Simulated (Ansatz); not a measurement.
Crystal: Au.

```
Au
1.0
     2.74841    0.00000    0.00000
     0.00000    2.74841    0.00000
     0.00000    0.00000    2.74841
Au
1
Direct
  0.50000 0.50000 0.50000
```

The cell was built by a generator and needn't be a form met in nature.

| Item | Value |
| --- | --- |
| Program | Ansatz 0.2.0 |
| Task | relaxation of cell and atoms |
| Functional | PBEsol0 |
| Potentials or basis | Ansatz PAW |
| Cutoff | 420 eV (not typed: the program's choice for these potentials) |
| k mesh | 5 × 5 × 5 |
| Occupations | fermi-dirac, width 0.05 eV |
| Spin | no spin polarisation |

At the start: volume 20.76 Å³/atom.

How do energy, volume and symmetry change on relaxing?

It ends after 4 steps and the volume is 19.71 Å³/atom (-5.1 %); space group Pm-3m (No. 221, to 0.05 Å).

The path:
```
step  energy change (eV)  largest force (eV/Å)  volume (Å³)
   1              0.0000                0.0000        20.76
   2             -0.0203                0.0000        19.85
   3             -0.0208                0.0000        19.71
   4             -0.0200                0.0000        19.71
```

Final structure:
```
CELL_PARAMETERS angstrom
2.70117 0.00000 0.00000
0.00000 2.70117 0.00000
0.00000 0.00000 2.70117
ATOMIC_POSITIONS crystal
Au 0.50000 0.50000 0.50000
```

Caveat: the k mesh is coarse (spacing up to 0.46 Å⁻¹), so the values aren't converged, least of all with exact exchange; the plane-wave basis is chosen anew once the cell has moved, so the energies of steps on either side of that aren't comparable; the PAW data sets come from PBE, with cores solved anew for the run's functional, which leaves a small shift of forces and pressure.
